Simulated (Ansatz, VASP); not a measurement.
**P: VASP beside Ansatz**

```
P
1.0
     0.00000    1.91900    1.91900
     1.91900    0.00000    1.91900
     1.91900    1.91900    0.00000
P
1
Cartesian
  0.0000 0.0000 0.0000
```

Alike in both runs: functional PBE; k mesh 17 × 17 × 17; occupations fermi-dirac, width 0.05 eV; no spin polarisation.

Ansatz relaxed the structure, and its values are those at the end. VASP's run is a single point on that final structure, the one shown.

|  | VASP | Ansatz |
| --- | --- | --- |
| version | VASP 6.6.1 | Ansatz 0.2.0 |
| potentials or method | VASP PAW PBE potentials, release 64 (P), cutoff 520 eV | all-electron LAPW, scalar-relativistic |

```tsv
	VASP	Ansatz	Ansatz less VASP
pressure (GPa)	2.0	2.2	+0.25
```

Ansatz ran all-electron here, so the differences hold the error of VASP's frozen core and of both bases.
